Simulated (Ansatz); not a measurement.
Runs of Ansatz 0.2.0 on Ga. The structure is tetragonal, space group I4/mmm (No. 139). The conventional cell has a = 2.769 Å, b = 2.769 Å, c = 4.622 Å, α = 90.00°, β = 90.00°, γ = 90.00°. Around Ga (site symmetry 4/mmm) lie 12 Ga at 2.77 to 3.03 Å. This isn't the form of Ga at room conditions, which is orthorhombic.

| task | level | spin | cell | k mesh | points for each segment of the path | gap on the mesh (eV) | pressure (GPa) | relaxed volume (Å³/atom) |
| --- | --- | --- | --- | --- | --- | --- | --- | --- |
| relaxation of cell and atoms | PBE0 | off | relaxed | 7 × 7 × 7 | - | none | 0.0 | 17.72 |
| band structure | HSE06 | off | as given | 7 × 7 × 7 | 4 | none | 2.4 | - |
| relaxation of cell and atoms | B3LYP | off | relaxed | 7 × 7 × 7 | - | none | 0.0 | (b) |
| single point | HSE06 | SOC, no magnetisation | as given | 6 × 6 × 6 | - | none | 2.9 | - |
| single point | PBE0 | off | as given | 7 × 7 × 7 | - | none | (a) | - |

Alike in all rows: potentials or basis Ansatz PAW; cutoff (eV) 420; smearing fermi-dirac 0.05 eV; the mesh is coarse, so values aren't converged.

**Question.** Fill in the values left out.

**Answer.** (a) 2.2; (b) 20.14.

Caveats: all runs use coarse meshes; the PAW data sets come from PBE, with cores solved anew for the run's functional, which leaves a small shift of forces and pressure; the thresholds are loose for stress (some runs); the plane-wave basis is chosen anew once the cell has moved, so the energies of steps on either side of that aren't comparable (some runs).

A k mesh can miss the band edges, and rows without SOC leave out spin-orbit coupling on Ga.

A gap of «none» marks a metal or a gap under the smearing width.
